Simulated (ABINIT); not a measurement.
Runs of ABINIT 10.8.3 (patched build) on Mo. The structure is cubic, space group Im-3m (No. 229). Conventional cell: a = 3.168 Å, b = 3.168 Å, c = 3.168 Å, α = 90.00°, β = 90.00°, γ = 90.00°. Mo (site symmetry m-3m) has 8 Mo at 2.74 Å as nearest neighbours. 

| potentials or basis | cutoff (eV) | fine-grid cutoff | V0 of scaled cells (Å³/atom) | B0 (GPa) |
| --- | --- | --- | --- | --- |
| JTH PAW PBE v2.0 | 408 | 816.342 eV | 15.79 | 263 |
| PseudoDojo NC SR PBE v0.4 stringent | 1088 | - | 15.79 | 262 |
| SG15 NC PBE v1.2 | 490 | - | 15.77 | 263 |
| SPMS NC PBE v1.0 | 599 | - | (a) | 262 |
| PseudoDojo NC SR PBE v0.5 standard | 1088 | - | 15.79 | 262 |

Alike in all rows: task equation of state; level PBE; no spin polarisation; cell as given; k mesh 12 × 12 × 12; smearing fermi-dirac 0.05 eV.

Q: Estimate the missing entries.

A: (a) 15.80.

Caveats: pressures at fixed basis lie under the slope of the energies.
